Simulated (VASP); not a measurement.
KCl (rocksalt): one PBE single-point calculation in two programs

```
K Cl
1.0
     0.00000    3.14485    3.14485
     3.14485    0.00000    3.14485
     3.14485    3.14485    0.00000
K Cl
1 1
Cartesian
  0.0000 0.0000 0.0000
  3.1448 3.1448 3.1448
```

Each program uses its own PAW datasets. VASP's cell holds 16 valence electrons and Ansatz's 16. Ansatz's stress includes a Pulay correction; VASP's doesn't. Ansatz solved a whole band path, VASP its corner points and band edges.

Cutoffs: 520 eV in VASP, 420 eV in Ansatz. k meshes: 8×8×8 and 8×8×8.

```csv
,VASP,Ansatz
gap between bands v and c,5.19 eV,5.19 eV
least direct gap,5.19 eV,5.19 eV
pressure,0.8 GPa,0.8 GPa
```

Band v is the last that the valence electrons fill when counted band by band, and c is the next. Levels in eV from the top of v, Ansatz:

| point | v−1 | v | c | c+1 |
| --- | --- | --- | --- | --- |
| Γ | 0.00 | 0.00 | 5.19 | 8.36 |
| X | -0.22 | -0.22 | 6.53 | 8.35 |
| W | -0.47 | -0.47 | 8.03 | 8.03 |
| K | -0.55 | -0.29 | 7.27 | 9.07 |
| L | -0.33 | -0.33 | 7.59 | 8.61 |

VASP:

| point | v−1 | v | c | c+1 |
| --- | --- | --- | --- | --- |
| Γ | 0.00 | 0.00 | 5.19 | 8.38 |
| X | -0.22 | -0.22 | 6.53 | 8.36 |
| W | -0.47 | -0.47 | 8.04 | 8.04 |
| K | -0.55 | -0.29 | 7.28 | 9.08 |
| L | -0.33 | -0.33 | 7.60 | 8.61 |
